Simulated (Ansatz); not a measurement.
How long does this Ansatz run take?

```yaml
crystal:
  lattice:
    - [4.5319113078, 0.0, 0.0]
    - [0.0, 4.5319113078, 0.0]
    - [0.0, 0.0, 2.9190086112]
  atoms:
    - { symbol: Ti, position: [0.0, 0.0, 0.0] }
    - { symbol: Ti, position: [0.5, 0.5, 0.5] }
    - { symbol: O, position: [0.3042802931, 0.3042802931, 0.0] }
    - { symbol: O, position: [0.1957197069, 0.8042802931, 0.5] }
    - { symbol: O, position: [0.6957197069, 0.6957197069, 0.0] }
    - { symbol: O, position: [0.8042802931, 0.1957197069, 0.5] }
kpoints:
  mp_grid: { grid: [7, 7, 10] }
scf:
  occupations: { method: fermi_dirac, width: 0.02 }
hamiltonian:
  xc: pbe
  pseudopotentials: { kind: paw }
output:
  forces: true
  stress: true
  populations: true
  efg:
    quadrupole_moments_barn: { Ti: 0.247, O: -0.02558 }
    contact_densities: true
  write_density: true
  write_potential: true
  elf: true
  volumetric_format: npy
relax:
  f_tol: 0.02
  max_steps: 60
```

```sh
ansatz run input.yaml --threads 1 --pin off --max-ram 3072MiB --backend cpu --events-out ev --progress --plain --runs-dir out
```

It runs on 1 thread of Intel Xeon 6975P-C (Granite Rapids) (x86_64; 16 cores open to the job, memory cap 3.0 GiB, no GPU), a shared host with a load of 2.0 a core.

Q: How much time and memory should be set aside?

A: About 14 s of wall time (13 s of CPU time) and 0.46 GiB. The run holds 48 valence electrons in 30 bands, about 1161 plane waves a k-point and 60 irreducible k-points, and took 17 SCF iterations, over 4 ionic steps. Times on a shared host vary by tens of per cent.
